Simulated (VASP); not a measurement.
# BN (I4/mmm) in VASP: a series of runs

The runs below take BN through single point, with PBE.

Everything below comes from runs of VASP 6.6.1. Logs are shortened: lines on timing, memory, paths and dates and some standing lists are left out, and cuts for length are marked.

### Step 1. The cell of the first run

It takes space group I4/mmm (No. 139, tetragonal). Conventional cell: a = 2.523 Å, b = 2.523 Å, c = 3.492 Å, α = 90.00°, β = 90.00°, γ = 90.00°. B (site symmetry 4/mmm) is surrounded by 6 N at 1.75 to 1.78 Å. Around N (site symmetry 4/mmm) lie 6 B at 1.75 to 1.78 Å.

The cell was built by a generator and needn't be a form met in nature.

### Step 2. Single point, PBE (biaxial_xy strain +2.2%)

File INCAR:

```
PREC = Accurate
ENCUT = 520
EDIFF = 1E-7
ISMEAR = -1
SIGMA = 0.02
LREAL = F
LASPH = T
NELM = 100
ALGO = Normal
ISIF = 2
LWAVE = F
LCHARG = F
GGA = PE
NBANDS = 11
```

File KPOINTS:

```
Automatic mesh
0
Gamma
  12 12 12
```

File POSCAR:

```
BN
1.0
    0.0000000000      1.7838849403      1.7458259350
    1.7838849403      0.0000000000      1.7458259350
    1.7838849403      1.7838849403      0.0000000000
B N
1 1
Direct
    0.0000000000      0.0000000000      0.0000000000
    0.5000000000      0.5000000000      0.5000000000
```

Potentials or basis: VASP PAW PBE potentials, release 64 (B, N).

Launch:

```sh
$ cat potpaw_PBE.64/B/POTCAR potpaw_PBE.64/N/POTCAR > POTCAR
$ mpirun -np 1 vasp_std > vasp.out
```

OUTCAR:

```text
PREC = Accurate
   ENCUT = 520
   EDIFF = 1E-7
   ISMEAR = -1
   LREAL = F
   LASPH = T
   NELM = 100
   ISIF = 2
   GGA = PE

 ion  position               nearest neighbor table
   1  0.000  0.000  0.000-   2 1.75   2 1.75   2 1.78   2 1.78   2 1.78   2 1.78
   2  0.500  0.500  0.500-   1 1.75   1 1.75   1 1.78   1 1.78   1 1.78   1 1.78

  LATTYP: Found a body centered tetragonal cell.
 ALAT       =     2.5227942763
 C/A-ratio  =     1.3840414586

  Lattice vectors:

 A1 = (   0.0000000000,  -1.7838849403,  -1.7458259350)
 A2 = (   0.0000000000,   1.7838849403,  -1.7458259350)
 A3 = (   1.7838849403,   0.0000000000,   1.7458259350)

Analysis of symmetry for initial positions (statically):
=====================================================================
 Subroutine PRICEL returns:
 Original cell was already a primitive cell.

 Routine SETGRP: Setting up the symmetry group for a
 body centered tetragonal supercell.

 Subroutine GETGRP returns: Found 16 space group operations
 (whereof 16 operations were pure point group operations)
 out of a pool of 16 trial point group operations.

The static configuration has the point symmetry D_4h.

Analysis of symmetry for dynamics (positions and initial velocities):
=====================================================================
 Subroutine PRICEL returns:
 Original cell was already a primitive cell.

 Routine SETGRP: Setting up the symmetry group for a
 body centered tetragonal supercell.

 Subroutine GETGRP returns: Found 16 space group operations
 (whereof 16 operations were pure point group operations)
 out of a pool of 16 trial point group operations.

The dynamic configuration has the point symmetry D_4h.

 Subroutine INISYM returns: Found 16 space group operations
 (whereof 16 operations are pure point group operations),
 and found     1 'primitive' translations

----------------------------------------------------------------------------------------

                                     Primitive cell

  volume of cell :      11.1113

  direct lattice vectors                    reciprocal lattice vectors
     0.000000000  1.783884940  1.745825935    -0.280287136  0.280287136  0.286397395
     1.783884940  0.000000000  1.745825935     0.280287136 -0.280287136  0.286397395
     1.783884940  1.783884940  0.000000000     0.280287136  0.280287136 -0.286397395

  length of vectors
     2.496027579  2.496027579  2.522794276     0.489024769  0.489024769  0.489024769
[... 76 lines left out ...]
   LNONCOLLINEAR =      F non collinear calculations
   LSORBIT =      F    spin-orbit coupling
   LASPH  =      T    aspherical Exc in radial PAW
   ENCUT  =  520.0 eV  38.22 Ry    6.18 a.u.   4.64  4.64  4.69*2*pi/ulx,y,z
   NELM   =    100;   NELMIN=  2; NELMDL= -5     # of ELM steps
   EDIFF  = 0.1E-06   stopping-criterion for ELM
   LREAL  =      F    real-space projection
[... 7 lines left out ...]
   TEBEG  =    0.0;   TEEND  =   0.0 temperature during run
   PSTRESS=    0.0 pullay stress
   NELECT =       8.0000    total number of electrons
   NUPDOWN=      -1.0000    fix difference up-down
   EMIN   =  10.00;   EMAX   =-10.00  energy-range for DOS
   EFERMI =   0.00;   METHOD = LEGACY
   ISMEAR =    -1;   SIGMA  =   0.02  broadening in eV -4-tet -1-fermi 0-gaus
   EFERMI_NEDOS =   21; number of points for ismear=-14 and -15
   IALGO  =     38    algorithm
   IMIX   =      4    mixing-type and parameters
     AMIX     =   0.40;   BMIX     =  1.00
     AMIX_MAG =   1.60;   BMIX_MAG =  1.00
  volume/ion in A,a.u.               =       5.56        37.49
  Fermi-wavevector in a.u.,A,eV,Ry     =   1.467292  2.772780 29.292616  2.152947
  Thomas-Fermi vector in A             =   2.582927
   LORBIT       =      0    0 simple, 1 ext, 2 COOP (PROOUT), +10 PAW based schemes
   GGA     = PE    functional components
   LHFCALC =     F    Hartree Fock is set to
   AEXX    =    0.0000 exact exchange contribution
   IVDW    =     0    specifies the selected vdW correction
   LEPSILON=     F    determine dielectric tensor
   LRPA    =     F    only Hartree local field effects (RPA)
 non-spin polarized calculation
  energy-cutoff  :      520.00
  volume of cell :       11.11
 maximum number of plane-waves:       310
   NGX =  9   NGY =  9   NGZ =  9

 number of electron       7.9999999 magnetization

 Free energy of the ion-electron system (eV)
  ---------------------------------------------------
  ext. energy  EPLUGINS =         0.00000000
  ---------------------------------------------------
  free energy    TOTEN  =       -13.93120716 eV

  energy without entropy =      -13.93120716  energy(sigma->0) =      -13.93120716

 E-fermi :  10.1589     XC(G=0): -13.5452

 val. band max:        9.8584961691   @ k =  -0.1667   0.1667   0.0000
 cond. band min:      10.4240754782   @ k =   0.5000   0.5000   0.0000
 fundamental gap:      0.5655793091
 Fermi energy:        10.1589130415

 k-point     1 :       0.0000    0.0000    0.0000
  band No.  band energies     occupation
      1     -12.1308      2.00000
      2       8.6130      2.00000
      3       9.1044      2.00000
      4       9.1044      2.00000
      5      18.1367      0.00000
      6      21.0810      0.00000
      7      21.0810      0.00000
      8      22.2121      0.00000
      9      28.0418      0.00000
     10      28.0418      0.00000
     11      28.3736      0.00000
[... 309 lines left out ...]
 k-point    24 :      -0.4167    0.1667    0.0000
  band No.  band energies     occupation
      1      -6.6261      2.00000
      2      -1.6094      2.00000
      3       5.6133      2.00000
      4       7.8290      2.00000
      5      14.3396      0.00000
      6      16.6050      0.00000
      7      19.5785      0.00000
      8      23.7732      0.00000
      9      30.9345      0.00000
     10      33.6456      0.00000
     11      38.2247      0.00000

 [... further k-points ...]
[... 5 lines left out ...]
  --------------------------------------------------------------------------------------
  -------------------------------------------------------------------------------------
  Total       -0.8848289     -0.8848289     -0.6509188      0.0000000      0.0000000      0.0000000
  in kB     -127.5866566   -127.5866566    -93.8583210      0.0000000      0.0000000      0.0000000
  external PRESSURE =    -116.3438781 kB  Pullay stress =       0.0000000 kB

 VOLUME and BASIS-vectors are now :
 -----------------------------------------------------------------------------
  energy-cutoff  :      520.00
  volume of cell :       11.11
      direct lattice vectors                 reciprocal lattice vectors
     0.000000000  1.783884940  1.745825935    -0.280287136  0.280287136  0.286397395
     1.783884940  0.000000000  1.745825935     0.280287136 -0.280287136  0.286397395
     1.783884940  1.783884940  0.000000000     0.280287136  0.280287136 -0.286397395

 POSITION                                       TOTAL-FORCE (eV/Angst)
 -----------------------------------------------------------------------------------
      0.00000      0.00000      0.00000        -0.000000      0.000000      0.000000
      1.78388      1.78388      1.74583         0.000000     -0.000000     -0.000000
 -----------------------------------------------------------------------------------
    total drift:                                0.000000      0.000000      0.000000

  FREE ENERGIE OF THE ION-ELECTRON SYSTEM (eV)
  ---------------------------------------------------
  free  energy   TOTEN  =       -13.9312071632 eV

  energy  without entropy=      -13.9312071619  energy(sigma->0) =      -13.93120716
```

OSZICAR:

```text
N       E                     dE             d eps       ncg     rms          rms(c)
DAV:   1     0.112775256862E+02    0.11278E+02   -0.49381E+03  3701   0.729E+02
DAV:   2    -0.142469067314E+02   -0.25524E+02   -0.24034E+02  4230   0.154E+02
DAV:   3    -0.147441566407E+02   -0.49725E+00   -0.49612E+00  4285   0.185E+01
DAV:   4    -0.147446542775E+02   -0.49764E-03   -0.49763E-03  3958   0.626E-01
DAV:   5    -0.147446545253E+02   -0.24778E-06   -0.24778E-06  4240   0.146E-02    0.618E+00
DAV:   6    -0.139174864406E+02    0.82717E+00   -0.44165E+00  3937   0.107E+01    0.226E+00
DAV:   7    -0.139267542462E+02   -0.92678E-02   -0.71426E-02  3937   0.236E+00    0.153E+00
DAV:   8    -0.139314404546E+02   -0.46862E-02   -0.69528E-03  3802   0.629E-01    0.315E-01
DAV:   9    -0.139311983033E+02    0.24215E-03   -0.11329E-03  3976   0.176E-01    0.869E-02
DAV:  10    -0.139312073430E+02   -0.90397E-05   -0.46156E-05  3976   0.503E-02    0.766E-03
DAV:  11    -0.139312071259E+02    0.21707E-06   -0.13605E-06  4120   0.740E-03    0.335E-03
DAV:  12    -0.139312071632E+02   -0.37242E-07   -0.61369E-08  2821   0.222E-03
   1 F= -.13931207E+02 E0= -.13931207E+02  d E =-.126735E-08
```

It took 7.8 s on 1 thread of Intel Xeon 6975P-C (Granite Rapids), shared host; peak memory 0.13 GiB.

What came out:

- Free energy: -13.9312 eV
- Pressure: -11.6 GPa
- Band gap on the k mesh: 0.57 eV, indirect (least direct gap 5.48 eV)

Stress tensor (GPa, compression positive):
```
-12.76   0.00   0.00
  0.00 -12.76   0.00
  0.00   0.00  -9.39
```

Levels at points of the mesh, in eV from the valence-band top:
```csv
k point,band 2,band 3,band 4,band 5,band 6,band 7
"(0.00, 0.00, 0.00)",-1.25,-0.75,-0.75,8.28,11.22,11.22
"(0.50, 0.00, 0.00)",-12.24,-0.74,-0.59,4.89,5.11,6.88
"(0.50, 0.50, 0.00)",-11.45,-5.60,-5.60,0.57,8.61,13.86
"(0.50, 0.00, 0.50)",-11.49,-5.67,-5.13,1.04,8.93,13.56
```

A k mesh can miss the band edges.

### Step 3. Single point, PBE (epitaxial_xy strain -4.9%)

File INCAR:

```
  PREC = Accurate
  ENCUT = 520
  EDIFF = 1E-6
  ISMEAR = -1
  SIGMA = 0.02
  LREAL = F
  LASPH = T
  NELM = 100
  ALGO = Normal
  ISIF = 2
  LWAVE = F
  LCHARG = T
  GGA = PE
  LELF = T
  LVHAR = T
  NBANDS = 11
```

File KPOINTS:

```
regular mesh
0
Gamma
  12 12 12
```

File POSCAR:

```
BN
1.0
    0.0000000000      1.6606296293      1.8912893641
    1.6606296293      0.0000000000      1.8912893641
    1.6606296293      1.6606296293      0.0000000000
B N
1 1
Direct
    0.0000000000      0.0000000000      0.0000000000
    0.5000000000      0.5000000000      0.5000000000
```

Potentials or basis: VASP PAW PBE potentials, release 64 (B, N).

Launch:

```sh
$ cat potpaw_PBE.64/B/POTCAR potpaw_PBE.64/N/POTCAR > POTCAR
$ mpirun -np 1 vasp_std > vasp.out
```

Wall time 6.9 s (1 thread of Intel Xeon 6975P-C (Granite Rapids), shared host); peak memory 0.13 GiB.

It converged, with:

```yaml
Free_energy: -13.8400 eV
Pressure: 22.5 GPa
Band_gap_on_the_k_mesh: none (metal or under the smearing width)
```

Stress tensor (GPa, compression positive):
```
32.89  0.00  0.00
 0.00 32.89  0.00
 0.00  0.00  1.79
```

Levels at points of the mesh, in eV from the Fermi level:
| k point | band 2 | band 3 | band 4 | band 5 | band 6 | band 7 |
| --- | --- | --- | --- | --- | --- | --- |
| (0.00, 0.00, 0.00) | -2.46 | -2.46 | 0.02 | 7.69 | 9.03 | 14.08 |
| (0.50, 0.00, 0.00) | -13.52 | -2.04 | -0.81 | 2.77 | 5.57 | 8.12 |
| (0.50, 0.50, 0.00) | -13.01 | -5.64 | -5.64 | 3.17 | 9.50 | 13.77 |
| (0.50, 0.00, 0.50) | -12.78 | -8.39 | -5.18 | 0.01 | 7.73 | 10.90 |

Caveat: so large a pressure means that the cell lies far from this level's equilibrium, or that cutoff or potentials fall short.
